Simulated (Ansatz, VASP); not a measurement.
## Two plane-wave programs on HfB2

```xyz
3
Lattice="3.1327 0.0000 0.0000 -1.5663 2.7130 0.0000 0.0000 0.0000 3.4792" Properties=species:S:1:pos:R:3 pbc="T T T"
Hf    0.0000    0.0000    0.0000
B     0.0000    1.8087    1.7396
B     1.5663    0.9043    1.7396
```

The cell comes from a database or a generator and needn't be the stable form of this composition.

Alike in both runs: task single point; functional PBEsol; k mesh 6 × 6 × 6; occupations gaussian, width 0.1 eV; no spin polarisation.

```csv
,VASP,Ansatz
version,VASP 6.6.1,Ansatz 0.2.0
potentials or method,"VASP PAW PBE potentials, release 64 (Hf_pv, B)","scalar-relativistic, plane waves, PAW"
plane-wave cutoff (eV),520,420
valence electrons in the cell,16,32
```

Ansatz gave:

| Quantity | Value |
| --- | --- |
| gap on the k mesh at the Fermi level (eV) | none |
| pressure (GPa) | -2.9 |
| largest component of the traceless stress (GPa) | 3.16 |

Q: Estimate VASP's values.

A: gap on the k mesh at the Fermi level (eV): none; pressure (GPa): -3.0; largest component of the traceless stress (GPa): 3.00.

A gap of «none» marks a metal or a gap that the smearing closes. The two sets of potentials don't hold the same shells in valence.

Caveats: the k mesh is coarse (spacing up to 0.39 Å⁻¹), so the values aren't converged; the PAW data sets were made with another functional, which shifts forces and pressure a little (VASP). Spin-orbit coupling is left out, which matters for the levels of Hf.
